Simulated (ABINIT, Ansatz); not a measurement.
**KF (Carobbiite): Raman and infrared activity**

Aim: Raman and infrared lines of KF (Carobbiite).

Method: DFT LDA, scalar-relativistic, plane waves, PseudoDojo norm-conserving pseudopotentials, in ABINIT 10.8.3.

Report form: the programs' logs are mostly left out.

## 1. Starting point

It takes space group Fm-3m (No. 225, cubic). Conventional cell: a = 5.159 Å, b = 5.159 Å, c = 5.159 Å, α = 90.00°, β = 90.00°, γ = 90.00°. K has 6 F at 2.58 Å nearest. Nearest to F lie 6 K at 2.58 Å. Farther neighbours and most contacts between anions are not listed.

## 2. Relaxing the cell and atoms

The harmonic expansion needs vanishing forces, and a free crystal bears no stress, so cell and atoms are brought to rest. Stress is more sensitive to the basis than forces are: the last 3 Ha under the cutoff are smoothed with ecutsm, and the cutoff is raised above that of the later runs.

The starting cell comes from a relaxation made beforehand in Ansatz (LDA, PseudoDojo NC).

Contents of relax.abi:

```
# relaxation
ionmov 2
optcell 2
dilatmx 1.08
ntime 40
tolmxf 1.0d-05
tolvrs 1.0d-14
prtwf 0
prtden 0
chksymtnons 0

# basis, mesh and filling
ecut 42.0
ecutsm 3.0
ngkpt 8 8 8
nshiftk 1
shiftk 0.0 0.0 0.0
istwfk *1
occopt 1
nband 8
nstep 100
diemac 9.0
prtebands 0
prtgsr 0

# cell and atoms
acell 3*1.0 Angstrom
rprim 
    0.0 2.579452185 2.579452185
    2.579452185 0.0 2.579452185
    2.579452185 2.579452185 0.0
ntypat 2
znucl 19 9
natom 2
typat 1 2
xred 
    0.0 0.0 0.0
    0.5 0.5 0.5
pp_dirpath "./pseudo"
pseudos "K.upf, F.upf"
```

On the command line:

```
OMP_NUM_THREADS=1 mpirun -n 4 abinit relax.abi > relax.log
```

It took 34 s on 4 MPI ranks of Arm Neoverse V1, shared host; 2.3 min of CPU time.

Little changed from the start: no atom moved by 0.005 Å and no cell edge by 0.1 %.

Numbers from this step:

```yaml
volume_per_atom: 17.16 Å³
pressure: 6.25e-6 GPa
```

## 3. Self-consistent run for the response

First-order wavefunctions inherit every error of the ground state, hence the very tight tolvrs. The mesh is shifted off Γ, since shifted meshes converge sums over the zone faster.

Contents of gs.abi:

```
# ground state
tolvrs 1.0d-16
prtden 1
prtwf 1

# basis, mesh and filling
ecut 34.0
ngkpt 6 6 6
nshiftk 4
shiftk 
    0.5 0.5 0.5
    0.5 0.0 0.0
    0.0 0.5 0.0
    0.0 0.0 0.5
istwfk *1
occopt 1
nband 8
nstep 100
diemac 9.0
prtebands 0
prtgsr 0

# cell and atoms
acell 3*1.0 Angstrom
rprim 
    0.0 2.579140396 2.579140396
    2.579140396 0.0 2.579140396
    2.579140396 2.579140396 0.0
ntypat 2
znucl 19 9
natom 2
typat 1 2
xred 
    0.0 0.0 0.0
    0.5 0.5 0.5
pp_dirpath "./pseudo"
pseudos "K.upf, F.upf"
```

On the command line:

```
OMP_NUM_THREADS=1 mpirun -n 4 abinit gs.abi > gs.log
```

Wall time 9.2 s (4 MPI ranks); 37 s of CPU time.

Read from the output:

```
pressure : -1.840 GPa
```

The cell stands at -1.8 GPa: the relaxation ran with a smoothed and higher cutoff and on another k mesh.

## 4. Empty bands

Empty bands on the ground state's density check that the gap assumed so far is there in this cell.

Contents of gap.abi:

```
# empty bands on the ground state's density
iscf -2
getden_filepath "gso_DEN"
tolwfr 1.0d-12
nbdbuf 2
prtwf 0

# basis, mesh and filling
ecut 34.0
ngkpt 8 8 8
nshiftk 1
shiftk 0.0 0.0 0.0
istwfk *1
occopt 1
nband 12
nstep 100
diemac 9.0
prtebands 0
prtgsr 0

# cell and atoms
acell 3*1.0 Angstrom
rprim 
    0.0 2.579140396 2.579140396
    2.579140396 0.0 2.579140396
    2.579140396 2.579140396 0.0
ntypat 2
znucl 19 9
natom 2
typat 1 2
xred 
    0.0 0.0 0.0
    0.5 0.5 0.5
pp_dirpath "./pseudo"
pseudos "K.upf, F.upf"
```

On the command line:

```
OMP_NUM_THREADS=1 mpirun -n 4 abinit gap.abi > gap.log
```

It took 8 s on 4 MPI ranks.

Numbers from this step:

```yaml
gap_on_the_k_mesh: 6.395 eV
```

In this cell the gap on the mesh is 6.4 eV, direct, so fixed occupations hold.

## 5. Zone-centre response

The derivative of the wavefunctions by k comes first, since the response to a field is built on it; then the field and the displacements that symmetry doesn't supply are solved at q = 0. By the 2n+1 theorem the first-order wavefunctions also give third derivatives: Raman tensors and the non-linear susceptibility.

It reads the wavefunctions written in step 3.

Contents of dfpt_gamma.abi:

```
ndtset 3

# common to the responses
getwfk_filepath "gso_WFK"
kptopt 2
nqpt 1
qpt 0.0 0.0 0.0
asr 0
chneut 0

# d/dk
rfelfd1 2
rfdir1 1 1 1
iscf1 -3
tolwfr1 1.0d-20

# displacements, field
rfphon2 1
rfatpol2 1 2
rfdir2 1 1 1
rfelfd2 3
getddk2 1
tolvrs2 1.0d-10
prepanl2 1
prtden2 1

# third order
optdriver3 5
getden_filepath3 "gso_DEN"
get1den3 2
get1wf3 2
getddk3 1
d3e_pert1_elfd3 1
d3e_pert1_phon3 1
d3e_pert1_atpol3 1 2
d3e_pert1_dir3 1 1 1
d3e_pert2_elfd3 1
d3e_pert2_dir3 1 1 1
d3e_pert3_elfd3 1
d3e_pert3_dir3 1 1 1
usepead3 1
tolvrs3 1.0d-10

# basis, mesh and filling
ecut 34.0
ngkpt 6 6 6
nshiftk 4
shiftk 
    0.5 0.5 0.5
    0.5 0.0 0.0
    0.0 0.5 0.0
    0.0 0.0 0.5
istwfk *1
occopt 1
nband 8
nstep 100
diemac 9.0
prtebands 0
prtgsr 0

# cell and atoms
acell 3*1.0 Angstrom
rprim 
    0.0 2.579140396 2.579140396
    2.579140396 0.0 2.579140396
    2.579140396 2.579140396 0.0
ntypat 2
znucl 19 9
natom 2
typat 1 2
xred 
    0.0 0.0 0.0
    0.5 0.5 0.5
pp_dirpath "./pseudo"
pseudos "K.upf, F.upf"
```

On the command line:

```
OMP_NUM_THREADS=1 mpirun -n 4 abinit dfpt_gamma.abi > dfpt_gamma.log
```

Wall time 11 min (4 MPI ranks).

Numbers from this step:

| Property | Result |
| --- | --- |
| miss of the charge sum rule | 8.13e-4 e |
| largest acoustic frequency at the zone centre before the sum rule | 2.27 cm⁻¹ |
| highest optical zone-centre mode (no LO-TO term) | 210.9 cm⁻¹ |
| lowest optical zone-centre mode | 210.9 cm⁻¹ |
| mean high-frequency dielectric constant | 2.095 |
| largest Born charge in size (third of the trace) | 1.151 e |

Born charge (rows field, columns displacement), before the sum rule (e), principal values of the symmetric part by kind of site:

```
atom  atoms with these values    low  middle   high   mean
  K1                        1   1.15    1.15   1.15   1.15
  F2                        1  -1.15   -1.15  -1.15  -1.15
```

In full for K1:

```
1.15 0.00 0.00
0.00 1.15 0.00
0.00 0.00 1.15
```

High-frequency dielectric tensor:

```
2.10 0.00 0.00
0.00 2.10 0.00
0.00 0.00 2.10
```

The acoustic modes at Γ come out as far as 2.3 cm⁻¹ from zero, where they should vanish, a small numerical error; the Born charges miss their sum rule by 8.1e-4 e, which is good.

## 6. Zone-centre analysis

anaddb reads the merged derivatives, imposes the acoustic sum rule and charge neutrality, and adds the LO-TO term along chosen directions.

Contents of anaddb.abi:

```
ddb_filepath "gamma_DDB"
output_file "anaddb.abo"
outdata_prefix "anaddb"
asr 1
chneut 1
enunit 2
eivec 1
nph1l 1
qph1l 0.0 0.0 0.0 1.0
dieflag 1
nph2l 3
qph2l 
    1.0 0.0 0.0 0.0
    0.0 0.0 1.0 0.0
    1.0 1.0 1.0 0.0
nlflag 1
ramansr 1
alphon 1
prtmbm 1
```

Contents of mrgddb.in:

```
gamma_DDB
merged
3
dfpt_gammao_DS2_DDB
dfpt_gammao_DS3_DDB
gso_DDB
```

On the command line:

```
mrgddb < mrgddb.in > mrgddb.log
OMP_NUM_THREADS=1 anaddb anaddb.abi > anaddb.log
```

The job ended after 1 s (1 thread).

Numbers from this step:

```
mean static dielectric constant      : 5.433
highest mode moved by the LO-TO term : 339.6 cm⁻¹
```

No LO-TO term; unit eigenvectors of the mass-weighted matrix, from anaddb's displacements. The modes at Γ (shares of kinetic energy by element, %):

```
mode  frequency (cm⁻¹)  symmetry  K %  F %
   1               0.0  acoustic   67   33
   2               0.0  acoustic   67   33
   3               0.0  acoustic   67   33
   4             210.9       T1u   33   67
   5             210.9       T1u   33   67
   6             210.9       T1u   33   67
```

Displacements in mode 4 (210.9 cm⁻¹), the largest set to 1:
```
K1   0.00  0.00 -0.49
F2   0.00  0.00  1.00
```

Trace of the oscillator strength, degenerate modes summed. Lines of the infrared spectrum (strongest = 100):

```
position (cm⁻¹)  lines merged  IR intensity, relative
            211             3                     100
```

Static dielectric tensor (ions relaxed, fixed cell):

```
5.43 0.00 0.00
0.00 5.43 0.00
0.00 0.00 5.43
```

The rule moves no optical mode by more than 0.1 cm⁻¹.

## 7. The same in Ansatz

The same cell, potentials and cutoff go through another code, on another k mesh. Its k mesh is centred on Γ.

This step: DFT LDA, scalar-relativistic, plane waves, PseudoDojo norm-conserving pseudopotentials (Ansatz 0.2.0).

Contents of input.yaml:

```yaml
crystal:
  lattice:
    - [0.0, 2.5791403956, 2.5791403956]
    - [2.5791403956, 0.0, 2.5791403956]
    - [2.5791403956, 2.5791403956, 0.0]
  atoms:
    - { symbol: K, position: [0.0, 0.0, 0.0] }
    - { symbol: F, position: [0.5, 0.5, 0.5] }
kpoints:
  mp_grid: { grid: [8, 8, 8] }
hamiltonian:
  xc: lda
  pseudopotentials: { kind: nc, accuracy: standard }
scf:
  occupations: { method: fixed }
output:
  eigenvalues: true
basis:
  ecutwfc: 925.187
phonons:
  method: dfpt
  dielectric: true
  rigid_motions: translations
  raman: true
```

On the command line:

```
ansatz run input.yaml --threads 4 --pin off --max-ram 8192MiB --backend cpu --events-out ev --progress --plain --runs-dir out
```

The job ended after 54 s (4 threads; peak memory 0.8 GiB; 3.5 min of CPU time).

Read from the output:

| Quantity | Value |
| --- | --- |
| sum-rule residual before enforcement | 5.58e-4 eV/Å² |
| miss of the charge sum rule | 2.54e-5 e |
| mean static dielectric constant | 5.436 |
| highest mode moved by the LO-TO term | 339.7 cm⁻¹ |

Transverse modes. Lines of the infrared spectrum (strongest = 100):

```
position (cm⁻¹)  label  IR intensity ((D/Å)²/amu), degenerate modes summed, relative
            211    T1u                                                           100
```

## 8. The two compared: ABINIT PseudoDojo and Ansatz, PseudoDojo

Numbers from this step:

```yaml
root_mean_square_difference: 0.01 cm⁻¹
largest_difference: 0.01 cm⁻¹
```

Frequencies side by side, by row:

```
q (reciprocal lattice)  mode  ABINIT PseudoDojo (cm⁻¹)  Ansatz, PseudoDojo (cm⁻¹)
                 0 0 0     1                         0                          0
                 0 0 0     2                         0                          0
                 0 0 0     3                         0                          0
                 0 0 0     4                     210.9                      210.9
                 0 0 0     5                     210.9                      210.9
                 0 0 0     6                     210.9                      210.9
```

The two runs side by side. Further quantities:

```
                                                                               quantity  ABINIT PseudoDojo  Ansatz, PseudoDojo
                                                                                mean ε∞              2.095               2.095
largest Born charge in size (e; the first before, the second after the charge sum rule)              1.151               1.151
                                                       summed IR intensity ((D/Å)²/amu)              7.165               7.172
                                                         summed Raman activity (Å⁴/amu)                  0                   0
```

At the zone centre the largest difference (acoustic modes at Γ apart) is 0.005 % of the highest mode.

## 9. Results

| Property | Result |
| --- | --- |
| space group after relaxation | Fm-3m |
| volume per atom | 17.2 Å³ |
| highest optical zone-centre mode (no LO-TO term) | 210.9 cm⁻¹ |
| highest mode moved by the LO-TO term | 339.6 cm⁻¹ |
| mean high-frequency dielectric constant | 2.10 |
| largest Born charge in size (third of the trace) | 1.15 e |
| mean static dielectric constant | 5.43 |
| imaginary optical modes at the zone centre (no q mesh in this session) | none |
| largest difference from Ansatz, PseudoDojo | 0.01 cm⁻¹ |

In words: No mode is Raman active in this structure; the strongest infrared line lies at 211 cm⁻¹. At the LDA level the optical modes of KF (Carobbiite) at the zone centre (no LO-TO term) lie at 211 cm⁻¹. The base run prints -1.8 GPa, mostly the error of a finite basis; the relaxation, with a smoothed and higher cutoff, had brought the cell to rest. An error of this size shows a cutoff that is short for these files. Along the directions run, the highest mode that the macroscopic field moves lies at 340 cm⁻¹. Lattice motion raises the mean dielectric constant from 2.095 to 5.433. The Born charge of K is 1.151 e against a formal charge of +1, somewhat above it. The Lyddane-Sachs-Teller relation holds: (ωLO/ωTO)² is 2.59 and ε₀/ε∞ is 2.59. ABINIT PseudoDojo and Ansatz, PseudoDojo agree to 0.01 cm⁻¹ (0.005 % of the highest mode compared) on all solved modes but the acoustic ones at Γ, without the LO-TO term. These are harmonic frequencies at zero temperature: anharmonic shifts and linewidths and thermal expansion are left out. Ansatz warns that the cutoff lies 19 % under the one recommended for these files; agreement at one cutoff is not convergence.

[Host names and launcher messages were left out of these logs when they were recorded.]

[Logs are printed without paths, hosts, clocks, repeated set-up lines and the standing remarks that a program may print on its own settings, such as how far it seeks lower states.]

[Hosts, paths, dates, database ids (printed as entryN), source tags and the programs' standing remarks are cut or masked in the printed files.]
